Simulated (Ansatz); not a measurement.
Start from ZnGeP2 in the chalcopyrite structure (space group I-42d, No. 122; a = 5.4999 Å, c = 10.8444 Å).

(Cell as relaxed with PBE.)

Levels (all Ansatz, an electronic-structure program, PAW): PBE (420 eV, no spin-orbit coupling); PBEsol (420 eV, no spin-orbit coupling).

Each level relaxes its own structure.

```json
[
 {"base": "volume per atom", "PBE": "20.50 Å³", "PBEsol": "19.69 Å³"},
 {"base": "lattice parameter a", "PBE": "5.500 Å", "PBEsol": "5.424 Å"}
]
```

Perturbation: the cell is scaled by 0.9893 in all directions, atoms relaxed at fixed cell.

```tsv
quantity	PBE	PBEsol
pressure (mean of the normal stresses, compression positive)	2.58 GPa	…
energy relative to the base (free energy F)	+5.1 meV/atom	…
```

Task: Predict the PBEsol column.

Result: 
- pressure (mean of the normal stresses, compression positive), PBEsol: 2.90 GPa
- energy relative to the base (free energy F), PBEsol: +5.5 meV/atom

PBE's pressure lies 0.311 GPa below PBEsol's; PBE's energy relative to the base lies 0.4 meV/atom below PBEsol's. Neither level is exact; PBEsol is the comparison here, not a measurement.

The cells carry an imposed strain or load. Stability against distortions was not tested.
